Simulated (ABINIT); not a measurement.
# CdS (Greenockite) (P6_3mc) in ABINIT: band structure with PBE

Aim: the band structure of CdS (Greenockite) with PBE.

All numbers are computed with ABINIT 10.8.3 (patched build); they aren't measurements. Logs are shortened: lines on timing, memory, paths and dates and some standing lists are left out, and cuts for length are marked. The log counts tension as positive stress, the text compression.

**The experiment to reproduce.**

From “Isotope dependence of band-gap energy”, 2008, arxiv:0807.2152, for a bulk crystal of CdS: band gap 2.5809 ± 0.0002 eV.

The runs below are set against these values where they give the same quantity.

### Step 1. Starting point

The structure is hexagonal, space group P6_3mc (No. 186). The conventional cell has a = 4.150 Å, b = 4.150 Å, c = 6.737 Å, α = 90.00°, β = 90.00°, γ = 120.00°. Cd (site symmetry 3m) has 4 S at 2.53 to 2.54 Å as nearest neighbours. S (site symmetry 3m) is surrounded by 4 Cd at 2.53 to 2.54 Å.

### Step 2. Band structure, PBE

File run.abi:

```
ndtset 2

pp_dirpath "./"
pseudos "Cd.GGA_PBE-JTH.xml, S.GGA_PBE-JTH.xml"

acell 3*1.0 Angstrom
rprim
     4.1500000000     0.0000000000     0.0000000000
    -2.0750000000     3.5940054257     0.0000000000
     0.0000000000     0.0000000000     6.7370000000
ntypat 2
znucl 48 16
natom 4
typat 1 1 2 2
xred
     0.6666666667     0.3333333333     0.5000000000
     0.3333333333     0.6666666667     0.0000000000
     0.6666666667     0.3333333333     0.8750000000
     0.3333333333     0.6666666667     0.3750000000

ecut 22.0
pawecutdg 44.0
pawxcdev 0

ixc 11

occopt 3
tsmear 0.00183747

nstep 100

iomode 3
prtwf 0
prteig 0
prtebands 0
enunit 1
prtden1 1

kptopt1 1
ngkpt1 6 6 3
nshiftk1 1
shiftk1 0.0 0.0 0.0
nband1 22
tolvrs1 1.0e-9

iscf2 -2
getden2 1
nband2 28
nbdbuf2 4
tolwfr2 1.0e-11
kptopt2 -7
ndivsm2 5
prteig2 1
kptbounds2
     0.0000000000     0.0000000000     0.0000000000
     0.5000000000     0.0000000000     0.0000000000
     0.3333333333     0.3333333333     0.0000000000
     0.0000000000     0.0000000000     0.0000000000
     0.0000000000     0.0000000000     0.5000000000
     0.5000000000     0.0000000000     0.5000000000
     0.3333333333     0.3333333333     0.5000000000
     0.0000000000     0.0000000000     0.5000000000
```

Potentials or basis: JTH PAW PBE v2.0.

Command:

```console
abinit run.abi > log 2>&1
```

run.abo:

```text
.Version 10.8.3 of ABINIT
 DATASET    1 : space group P6_3 m c (#186); Bravais hP (primitive hexag.)
================================================================================
 Values of the parameters that define the memory need for DATASET  1.
     intxc =       0    ionmov =       0      iscf =      17    lmnmax =      18
     lnmax =       6     mgfft =      54  mpssoang =       3    mqgrid =    3802
     natom =       4  nloc_mem =       2    nspden =       1   nspinor =       1
    nsppol =       1      nsym =      12    n1xccc =       1    ntypat =       2
    occopt =       3   xclevel =       2
       mpw =        3351          nfft =       69984          nkpt =          14
 PAW method is used; the additional fine FFT grid is defined by:
   mgfftf=        80    nfftf =    184320
================================================================================
================================================================================

 DATASET    2 : space group P6_3 m c (#186); Bravais hP (primitive hexag.)
================================================================================
 Values of the parameters that define the memory need for DATASET  2.
     intxc =       0    ionmov =       0      iscf =      -2    lmnmax =      18
     lnmax =       6     mgfft =      54  mpssoang =       3    mqgrid =    3802
     natom =       4  nloc_mem =       2    nspden =       1   nspinor =       1
    nsppol =       1      nsym =      12    n1xccc =       1    ntypat =       2
    occopt =       3   xclevel =       2
       mpw =        3364          nfft =       69984          nkpt =          56
 PAW method is used; the additional fine FFT grid is defined by:
   mgfftf=        80    nfftf =    184320
================================================================================
================================================================================

--------------------------------------------------------------------------------
------------- Echo of variables that govern the present computation ------------
--------------------------------------------------------------------------------
 -outvars: echo values of preprocessed input variables --------
            acell      1.8897261259E+00  1.8897261259E+00  1.8897261259E+00 Bohr
              amu      1.12411000E+02  3.20660000E+01
             ecut      2.20000000E+01 Hartree
           enunit           1
           getden1          0
           getden2          1
             iscf1         17
             iscf2         -2
[... 920 lines left out ...]
 reduced coordinates (array xred) for    4 atoms
       0.666666666667      0.333333333333      0.500000000000
       0.333333333333      0.666666666667      0.000000000000
       0.666666666667      0.333333333333      0.875000000000
       0.333333333333      0.666666666667      0.375000000000

 cartesian coordinates (angstrom) at end:
    1      2.07500000000000     1.19800180856667     3.36850000000000
    2      0.00000000000000     2.39600361713333     0.00000000000000
    3      2.07500000000000     1.19800180856667     5.89487500000000
    4      0.00000000000000     2.39600361713333     2.52637500000000
 length scales=  1.889726125908  1.889726125908  1.889726125908 bohr
              =  1.000000000000  1.000000000000  1.000000000000 angstroms
 Eigenvalues (   eV  ) for nkpt=  56  k points:
 kpt#   1, nband= 28, wtk=  1.00000, kpt=  0.0000  0.0000  0.0000 (reduced coord)
  -8.84701   -8.41677   -4.21913   -4.19735   -4.19735   -4.11196   -4.11196   -3.80020
  -3.80020   -3.71078   -3.71078   -3.37566   -0.88086    2.69739    2.69739    3.41384
   3.45692    3.45692    4.63281    6.23097    9.90599    9.90599   10.23167   11.00633
  11.00633   11.12936   13.29378   13.29378
 kpt#   2, nband= 28, wtk=  1.00000, kpt=  0.0556  0.0000  0.0000 (reduced coord)
  -8.83596   -8.41188   -4.21537   -4.19288   -4.18958   -4.10725   -4.10572   -3.80258
  -3.80035   -3.71589   -3.70977   -3.36782   -0.85940    2.56087    2.65781    3.22298
   3.39220    3.43536    4.86080    6.36484    9.77998    9.95441   10.28886   10.90767
  11.07271   11.10312   13.02509   13.22800
 kpt#   3, nband= 28, wtk=  1.00000, kpt=  0.1111  0.0000  0.0000 (reduced coord)
  -8.80389   -8.39801   -4.20377   -4.18033   -4.16679   -4.09273   -4.08767   -3.80945
  -3.80011   -3.72907   -3.70695   -3.34598   -0.79704    2.20821    2.54751    2.76524
   3.32491    3.37248    5.30306    6.69696    9.49520   10.08566   10.39398   10.72724
  11.02120   11.26491   12.59895   13.10517
 kpt#   4, nband= 28, wtk=  1.00000, kpt=  0.1667  0.0000  0.0000 (reduced coord)
  -8.75387   -8.37743   -4.18581   -4.16217   -4.12900   -4.06697   -4.05984   -3.81981
[... 249 lines left out ...]
  -8.59965   -8.59965   -4.14533   -4.14533   -4.14212   -4.14212   -3.98247   -3.98247
  -3.74925   -3.74925   -3.74008   -3.74008    0.95897    0.95897    2.73572    2.73572
   2.94893    2.94893    6.65715    6.65715    9.26088    9.26088   10.34688   10.34688
  10.49192   10.49192   14.34854   14.34854
 kpt#  55, nband= 28, wtk=  1.00000, kpt=  0.0303  0.0303  0.5000 (reduced coord)
  -8.62093   -8.62093   -4.15726   -4.15726   -4.15646   -4.15646   -3.99151   -3.99151
  -3.74958   -3.74958   -3.74748   -3.74748    0.99443    0.99443    2.96811    2.96811
   3.03498    3.03498    6.38694    6.38694    9.50413    9.50413   10.29760   10.29760
  10.31689   10.31689   14.51210   14.51210
 kpt#  56, nband= 28, wtk=  1.00000, kpt=  0.0000  0.0000  0.5000 (reduced coord)
  -8.62827   -8.62827   -4.16142   -4.16142   -4.16142   -4.16142   -3.99445   -3.99445
  -3.74966   -3.74966   -3.74966   -3.74966    1.00339    1.00339    3.06364    3.06364
   3.06364    3.06364    6.27986    6.27986    9.62035    9.62035   10.25628   10.25628
  10.25628   10.25628   14.63750   14.63758

== END DATASET(S) ==============================================================
================================================================================

 -outvars: echo values of variables after computation  --------
            acell      1.8897261259E+00  1.8897261259E+00  1.8897261259E+00 Bohr
           etotal1    -1.1584640198E+02
            fcart1    -4.2918267716E-30 -2.4778873419E-30 -1.3187496113E-03
                      -4.2918267716E-30 -2.4778873419E-30 -1.3187496113E-03
                      -2.1459133858E-29 -1.2389436710E-29  1.3187496113E-03
                       3.0042787401E-29  1.7345211393E-29  1.3187496113E-03
            rprim      4.1500000000E+00  0.0000000000E+00  0.0000000000E+00
                      -2.0750000000E+00  3.5940054257E+00  0.0000000000E+00
                       0.0000000000E+00  0.0000000000E+00  6.7370000000E+00
           strten1    -6.4920700812E-05 -6.4920700798E-05 -8.6056158897E-05
                       0.0000000000E+00  0.0000000000E+00  0.0000000000E+00
           xangst      2.0750000000E+00  1.1980018086E+00  3.3685000000E+00
                       8.9138723714E-17  2.3960036171E+00  0.0000000000E+00
                       2.0750000000E+00  1.1980018086E+00  5.8948750000E+00
                       8.9138723714E-17  2.3960036171E+00  2.5263750000E+00
             xred      6.6666666667E-01  3.3333333333E-01  5.0000000000E-01
                       3.3333333333E-01  6.6666666667E-01  0.0000000000E+00
                       6.6666666667E-01  3.3333333333E-01  8.7500000000E-01
                       3.3333333333E-01  6.6666666667E-01  3.7500000000E-01
 Calculation completed.
```

Wall time 5.6 min (1 thread of Arm Neoverse V1, shared host); peak memory 0.21 GiB.

What came out:

| Property | Result |
| --- | --- |
| Free energy | -3152.3412 eV |
| Pressure | 2.1 GPa |
| Largest force | 0.068 eV/Å |
| Band gap on the k mesh | 1.18 eV, direct |
| Band gap along the path | 1.18 eV, direct |
| Valence electrons inside the program's atomic spheres | Cd 10.46; S 3.57 |

Forces in eV/Å, atoms in the order of the input:
```
Cd   0.000  0.000 -0.068
Cd   0.000  0.000 -0.068
S    0.000  0.000  0.068
S    0.000  0.000  0.068
```

Stress tensor (GPa, compression positive):
```
1.91 0.00 0.00
0.00 1.91 0.00
0.00 0.00 2.53
```

Levels at the corners of the path, in eV from the valence-band top:
```
point  band 16  band 17  band 18  band 19  band 20  band 21
    Γ    -0.04     0.00     0.00     1.18     2.77     6.45
    M    -1.85    -1.28    -0.73     3.69     3.88     5.11
    K    -1.83    -1.83    -1.59     4.65     5.05     5.05
    Γ    -0.04     0.00     0.00     1.18     2.77     6.45
    A    -0.39    -0.39    -0.39     2.82     2.82     6.16
    L    -1.32    -1.31    -1.31     3.47     3.47     5.38
    H    -2.38    -1.11    -1.11     4.37     4.37     6.09
    A    -0.39    -0.39    -0.39     2.82     2.82     6.16
```

### Step 3. Comparison with measurements

Step 2. A measured gap of CdS is 2.5809 eV (quoted in “Isotope dependence of band-gap energy”, 2008, arxiv:0807.2152); the calculated 1.18 eV misses it by -1.41 eV. So large a miss can be the level of theory's own, or it may mean another phase, state or a wrong row. Spin-orbit coupling on Cd is left out. The value is that of PBE, without temperature or zero-point motion. Semilocal functionals fall short of measured gaps as a rule.
